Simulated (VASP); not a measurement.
# CaO (I4_1md) in VASP: reference runs

How does CaO come out in PBE? The cell is run as given.

All numbers are computed with VASP 6.6.1; they aren't measurements. Logs are shortened: lines on timing, memory, paths and dates and some standing lists are left out, and cuts for length are marked.

### Step 1. The structure

Symmetry: I4_1md, No. 109, tetragonal system. The conventional cell has a = 3.106 Å, b = 3.106 Å, c = 11.643 Å, α = 90.00°, β = 90.00°, γ = 90.00°. Ca (site symmetry 2mm) has 6 O at 2.41 to 2.47 Å as nearest neighbours. Around O (site symmetry 2mm) lie 6 Ca at 2.41 to 2.47 Å.

The cell was built by a generator and needn't be a form met in nature.

### Step 2. Single point, PBE

Contents of INCAR:

```
  PREC = Accurate
  ENCUT = 520
  EDIFF = 1E-7
  ISMEAR = -1
  SIGMA = 0.05
  LREAL = F
  LASPH = T
  NELM = 100
  ALGO = Normal
  ISIF = 2
  LWAVE = F
  LCHARG = F
  GGA = PE
  NBANDS = 24
```

Contents of KPOINTS:

```
regular mesh
0
Gamma
  12 12 12
```

Contents of POSCAR:

```
CaO
1.0
   -1.5529600000      1.5529600000      5.8212800000
    1.5529600000     -1.5529600000      5.8212800000
    1.5529600000      1.5529600000     -5.8212800000
Ca O
2 2
Direct
    0.0423600000      0.0423600000      0.0000000000
    0.7923600000      0.2923600000      0.5000000000
    0.4576400000      0.4576400000      0.0000000000
    0.2076400000      0.7076400000      0.5000000000
```

Potentials or basis: VASP PAW PBE potentials, release 64 (Ca_sv, O).

Command:

```bash
cat potpaw_PBE.64/Ca_sv/POTCAR potpaw_PBE.64/O/POTCAR > POTCAR
mpirun -np 1 vasp_std > vasp.out
```

OUTCAR:

```text
PREC = Accurate
   ENCUT = 520
   EDIFF = 1E-7
   ISMEAR = -1
   LREAL = F
   LASPH = T
   NELM = 100
   ISIF = 2
   GGA = PE

 ion  position               nearest neighbor table
   1  0.042  0.042  0.000-   3 2.41   3 2.41   3 2.41   3 2.41   4 2.47   4 2.47
   2  0.792  0.292  0.500-   4 2.41   4 2.41   4 2.41   4 2.41   3 2.47   3 2.47
   3  0.458  0.458  0.000-   1 2.41   1 2.41   1 2.41   1 2.41   2 2.47   2 2.47
   4  0.208  0.708  0.500-   2 2.41   2 2.41   2 2.41   2 2.41   1 2.47   1 2.47

  LATTYP: Found a body centered tetragonal cell.
 ALAT       =     3.1059200000
 C/A-ratio  =     3.7485060787

  Lattice vectors:

 A1 = (  -1.5529600000,   1.5529600000,   5.8212800000)
 A2 = (   1.5529600000,  -1.5529600000,   5.8212800000)
 A3 = (   1.5529600000,   1.5529600000,  -5.8212800000)

Analysis of symmetry for initial positions (statically):
=====================================================================
 Subroutine PRICEL returns:
 Original cell was already a primitive cell.

 Routine SETGRP: Setting up the symmetry group for a
 body centered tetragonal supercell.

 Subroutine GETGRP returns: Found  8 space group operations
 (whereof  4 operations were pure point group operations)
 out of a pool of 16 trial point group operations.

The static configuration has the point symmetry C_2v.
 The point group associated with its full space group is C_4v.

Analysis of symmetry for dynamics (positions and initial velocities):
=====================================================================
 Subroutine PRICEL returns:
 Original cell was already a primitive cell.

 Routine SETGRP: Setting up the symmetry group for a
 body centered tetragonal supercell.

 Subroutine GETGRP returns: Found  8 space group operations
 (whereof  4 operations were pure point group operations)
 out of a pool of 16 trial point group operations.

The dynamic configuration has the point symmetry C_2v.
 The point group associated with its full space group is C_4v.

 Subroutine INISYM returns: Found  8 space group operations
 (whereof  4 operations are pure point group operations),
 and found     1 'primitive' translations

----------------------------------------------------------------------------------------

                                     Primitive cell

  volume of cell :      56.1564

  direct lattice vectors                    reciprocal lattice vectors
    -1.552960000  1.552960000  5.821280000     0.000000000  0.321965794  0.085891763
     1.552960000 -1.552960000  5.821280000     0.321965794  0.000000000  0.085891763
     1.552960000  1.552960000 -5.821280000     0.321965794  0.321965794  0.000000000

  length of vectors
     6.221789964  6.221789964  6.221789964     0.333225701  0.333225701  0.455328393

  position of ions in fractional coordinates (direct lattice)
     0.042360000  0.042360000  0.000000000
     0.792360000  0.292360000  0.500000000
     0.457640000  0.457640000  0.000000000
     0.207640000  0.707640000  0.500000000

  ion indices of the primitive-cell ions
   primitive index   ion index
                 1           1
                 2           2
                 3           3
                 4           4

----------------------------------------------------------------------------------------

 KPOINTS: regular mesh

Automatic generation of k-mesh.
 Grid dimensions read from file:
 generate k-points for:   12   12   12

 Generating k-lattice:

  Cartesian coordinates                     Fractional coordinates (reciprocal lattice)
     0.000000000  0.026830483  0.007157647     0.083333333  0.000000000  0.000000000
     0.026830483  0.000000000  0.007157647     0.000000000  0.083333333  0.000000000
     0.026830483  0.026830483  0.000000000     0.000000000  0.000000000  0.083333333

  Length of vectors
     0.027768808  0.027768808  0.037944033

  Shift w.r.t. Gamma in fractional coordinates (k-lattice)
     0.000000000  0.000000000  0.000000000

 Subroutine IBZKPT returns following result:
 ===========================================

 Found    163 irreducible k-points:

 Following reciprocal coordinates:
            Coordinates               Weight
  0.000000  0.000000  0.000000      1.000000
  0.083333  0.000000 -0.000000      8.000000
  0.166667  0.000000  0.000000      8.000000
  0.250000 -0.000000  0.000000      8.000000
  0.333333  0.000000 -0.000000      8.000000
  0.416667  0.000000  0.000000      8.000000
[... 16 lines left out ...]
  0.500000  0.166667  0.000000     16.000000
 -0.416667  0.166667  0.000000     16.000000
 [... further k-points ...]
   k-points           NKPTS =    163   k-points in BZ     NKDIM =    163   number of bands    NBANDS=     24
   number of dos      NEDOS =    301   number of ions     NIONS =      4
   total plane-waves  NPLWV = 110592
   dimension x,y,z NGX =    48 NGY =   48 NGZ =   48
   dimension x,y,z NGXF=    96 NGYF=   96 NGZF=   96
   ions per type =               2   2
   NGX,Y,Z   is equivalent  to a cutoff of  12.83, 12.83, 12.83 a.u.
   NGXF,Y,Z  is equivalent  to a cutoff of  25.65, 25.65, 25.65 a.u.
 SYSTEM =  unknown system
   PREC   = accura    normal or accurate (medium, high low for compatibility)
   ISTART =      0    job   : 0-new  1-cont  2-samecut
   ICHARG =      2    charge: 1-file 2-atom 10-const
   ISPIN  =      1    spin polarized calculation?
   LNONCOLLINEAR =      F non collinear calculations
   LSORBIT =      F    spin-orbit coupling
   LASPH  =      T    aspherical Exc in radial PAW
   ENCUT  =  520.0 eV  38.22 Ry    6.18 a.u.  11.57 11.57 11.57*2*pi/ulx,y,z
   NELM   =    100;   NELMIN=  2; NELMDL= -5     # of ELM steps
   EDIFF  = 0.1E-06   stopping-criterion for ELM
   LREAL  =      F    real-space projection
   EDIFFG = 0.1E-05   stopping-criterion for IOM
   NSW    =      0    number of steps for IOM
   IBRION =     -1    ionic relax: 0-MD 1-quasi-New 2-CG
   NFREE  =      0    steps in history (QN), initial steepest desc. (CG)
   ISIF   =      2    stress and relaxation
   ISYM   =      2    0-nonsym 1-usesym 2-fastsym
   POTIM  = 0.5000    time-step for ionic-motion
   TEBEG  =    0.0;   TEEND  =   0.0 temperature during run
   PSTRESS=    0.0 pullay stress
   NELECT =      32.0000    total number of electrons
   NUPDOWN=      -1.0000    fix difference up-down
   EMIN   =  10.00;   EMAX   =-10.00  energy-range for DOS
   EFERMI =   0.00;   METHOD = LEGACY
   ISMEAR =    -1;   SIGMA  =   0.05  broadening in eV -4-tet -1-fermi 0-gaus
   EFERMI_NEDOS =   21; number of points for ismear=-14 and -15
   IALGO  =     38    algorithm
   IMIX   =      4    mixing-type and parameters
     AMIX     =   0.40;   BMIX     =  1.00
     AMIX_MAG =   1.60;   BMIX_MAG =  1.00
  volume/ion in A,a.u.               =      14.04        94.74
  Fermi-wavevector in a.u.,A,eV,Ry     =   1.357246  2.564823 25.063509  1.842116
  Thomas-Fermi vector in A             =   2.484180
   LORBIT       =      0    0 simple, 1 ext, 2 COOP (PROOUT), +10 PAW based schemes
   GGA     = PE    functional components
   LHFCALC =     F    Hartree Fock is set to
   AEXX    =    0.0000 exact exchange contribution
   IVDW    =     0    specifies the selected vdW correction
   LEPSILON=     F    determine dielectric tensor
   LRPA    =     F    only Hartree local field effects (RPA)
 non-spin polarized calculation
  energy-cutoff  :      520.00
  volume of cell :       56.16
 maximum number of plane-waves:      1532
 NGX is ok and might be reduce to    48
   NGX = 23   NGY = 23   NGZ = 23

 number of electron      32.0000000 magnetization

 Free energy of the ion-electron system (eV)
  ---------------------------------------------------
  ext. energy  EPLUGINS =         0.00000000
  ---------------------------------------------------
  free energy    TOTEN  =       -24.43909889 eV

  energy without entropy =      -24.43909889  energy(sigma->0) =      -24.43909889

 E-fermi :   3.6536     XC(G=0): -10.4073

 val. band max:        2.5733423002   @ k =   0.5000   0.5000   0.5000
 cond. band min:       6.0216833215   @ k =   0.0000   0.0000   0.0000
 fundamental gap:      3.4483410213
 Fermi energy:         3.6536346940

 k-point     1 :       0.0000    0.0000    0.0000
  band No.  band energies     occupation
      1     -35.7250      2.00000
      2     -35.6327      2.00000
      3     -17.4275      2.00000
      4     -16.4882      2.00000
      5     -16.4742      2.00000
      6     -16.4742      2.00000
[... 16 lines left out ...]
     23      10.7431      0.00000
     24      11.0969      0.00000

 k-point     2 :       0.0833    0.0000   -0.0000
  band No.  band energies     occupation
      1     -35.7180      2.00000
      2     -35.6284      2.00000
      3     -17.4020      2.00000
      4     -16.5546      2.00000
      5     -16.4819      2.00000
      6     -16.4694      2.00000
[... 16 lines left out ...]
     23      10.6582      0.00000
     24      10.9027      0.00000

 k-point     3 :       0.1667    0.0000    0.0000
  band No.  band energies     occupation
      1     -35.6987      2.00000
      2     -35.6167      2.00000
      3     -17.3328      2.00000
      4     -16.7484      2.00000
      5     -16.5855      2.00000
      6     -16.4808      2.00000
[... 16 lines left out ...]
     23      10.3628      0.00000
     24      10.6986      0.00000

 k-point     4 :       0.2500   -0.0000    0.0000
  band No.  band energies     occupation
      1     -35.6718      2.00000
      2     -35.6011      2.00000
      3     -17.2464      2.00000
      4     -17.0074      2.00000
      5     -16.7720      2.00000
      6     -16.4982      2.00000
[... 16 lines left out ...]
     23      10.2343      0.00000
     24      10.6391      0.00000

 k-point     5 :       0.3333    0.0000   -0.0000
  band No.  band energies     occupation
      1     -35.6438      2.00000
      2     -35.5863      2.00000
      3     -17.2663      2.00000
      4     -17.1920      2.00000
      5     -16.8812      2.00000
      6     -16.5219      2.00000
[... 451 lines left out ...]
 k-point    22 :       0.4167    0.1667    0.0000
  band No.  band energies     occupation
      1     -35.5973      2.00000
      2     -35.5625      2.00000
      3     -17.3473      2.00000
      4     -17.1718      2.00000
      5     -16.7986      2.00000
      6     -16.6203      2.00000
[... 16 lines left out ...]
     23      10.7079      0.00000
     24      11.0694      0.00000

 k-point    23 :       0.5000    0.1667    0.0000
  band No.  band energies     occupation
      1     -35.5920      2.00000
      2     -35.5565      2.00000
      3     -17.3948      2.00000
      4     -17.2041      2.00000
      5     -16.8008      2.00000
      6     -16.6075      2.00000
[... 16 lines left out ...]
     23      10.7998      0.00000
     24      11.1757      0.00000

 k-point    24 :      -0.4167    0.1667    0.0000
  band No.  band energies     occupation
      1     -35.6024      2.00000
      2     -35.5574      2.00000
      3     -17.3345      2.00000
      4     -17.1686      2.00000
      5     -16.8562      2.00000
      6     -16.5988      2.00000
[... 16 lines left out ...]
     23      10.7082      0.00000
     24      10.9550      0.00000

 [... further k-points ...]
[... 5 lines left out ...]
  --------------------------------------------------------------------------------------
  -------------------------------------------------------------------------------------
  Total        0.1917197      0.1917197      0.1500785      0.0000000      0.0000000      0.0000000
  in kB        5.4698870      5.4698870      4.2818348      0.0000000      0.0000000      0.0000000
  external PRESSURE =       5.0738696 kB  Pullay stress =       0.0000000 kB

 VOLUME and BASIS-vectors are now :
 -----------------------------------------------------------------------------
  energy-cutoff  :      520.00
  volume of cell :       56.16
      direct lattice vectors                 reciprocal lattice vectors
    -1.552960000  1.552960000  5.821280000     0.000000000  0.321965794  0.085891763
     1.552960000 -1.552960000  5.821280000     0.321965794  0.000000000  0.085891763
     1.552960000  1.552960000 -5.821280000     0.321965794  0.321965794  0.000000000

 POSITION                                       TOTAL-FORCE (eV/Angst)
 -----------------------------------------------------------------------------------
      0.00000      0.00000      0.49318         0.000000      0.000000      0.009852
     -0.00000      1.55296      3.40382        -0.000000     -0.000000      0.009852
      0.00000      0.00000      5.32810        -0.000000     -0.000000     -0.009852
      1.55296      0.00000      2.41746        -0.000000     -0.000000     -0.009852
 -----------------------------------------------------------------------------------
    total drift:                               -0.000000     -0.000000     -0.000422

  FREE ENERGIE OF THE ION-ELECTRON SYSTEM (eV)
  ---------------------------------------------------
  free  energy   TOTEN  =       -24.4390988918 eV

  energy  without entropy=      -24.4390988917  energy(sigma->0) =      -24.43909889
```

Wall time 15 min (1 thread of AMD EPYC 7R43 (Zen 3), shared host); peak memory 0.4 GiB.

What came out:

```
Free energy            : -24.4391 eV
Pressure               : 0.5 GPa
Largest force          : 0.010 eV/Å
Band gap on the k mesh : 3.45 eV, indirect (least direct gap 3.52 eV)
```

Forces in eV/Å, atoms in the order of the input:
```
Ca   0.000  0.000  0.010
Ca   0.000  0.000  0.010
O    0.000  0.000 -0.010
O    0.000  0.000 -0.010
```

Stress tensor (GPa, compression positive):
```
0.55 0.00 0.00
0.00 0.55 0.00
0.00 0.00 0.43
```

Levels at points of the mesh, in eV from the valence-band top:
| k point | band 14 | band 15 | band 16 | band 17 | band 18 | band 19 |
| --- | --- | --- | --- | --- | --- | --- |
| (0.00, 0.00, 0.00) | -0.39 | -0.07 | -0.07 | 3.45 | 4.13 | 5.25 |
| (0.50, 0.00, 0.00) | -0.66 | -0.42 | -0.29 | 4.18 | 5.04 | 6.36 |
| (0.50, 0.50, 0.00) | -1.76 | -0.88 | -0.88 | 5.17 | 5.17 | 6.89 |
| (0.50, 0.50, 0.50) | -0.47 | 0.00 | 0.00 | 3.75 | 3.75 | 6.50 |

A k mesh can miss the band edges. As with any semilocal functional, this PBE gap is likely too small.
